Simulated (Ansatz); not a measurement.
Zincblende AlP, relaxed with r2SCAN: it is cubic, F-43m (No. 216); conventional cell a = 5.479 Å, 20.55 Å³ an atom. Al has 4 P at 2.37 Å; P has 4 Al at 2.37 Å. One-shot G0W0@PBE in Ansatz 0.2.0 on a 6×6×6 mesh (contour deformation, no spin-orbit coupling), from a PBE gap of 1.599 eV over the mesh points (the G0W0 gap is indirect on the mesh); the number N of bands summed and the screening cutoff rise together. No spin polarisation and no zero-point or thermal motion.

```
  N  cutoff (eV)  1000/N  G0W0 gap (eV)
 97          100  10.309          2.261
229          180   4.367          2.378
```

Q: Lay a straight line in 1000/N through these rows.

A: The slope is -0.0197 eV per unit of 1000/N and the intercept 2.464 eV.

Q: Predict the gap at N = 441 (260 eV).

A: 2.464 + (-0.0197) × 2.268 = 2.419 eV; the run gives 2.412 eV, -0.007 eV from the line.

Q: With that run's result added, what limit do the last two rows suggest?

A: Their slope is (2.412 − 2.378)/(2.268 − 4.367) = -0.0162, which meets 1/N = 0 at 2.45 eV, against 2.464 eV from the first line. The slope flattens, so the first line overshoots; the k mesh isn't extrapolated.
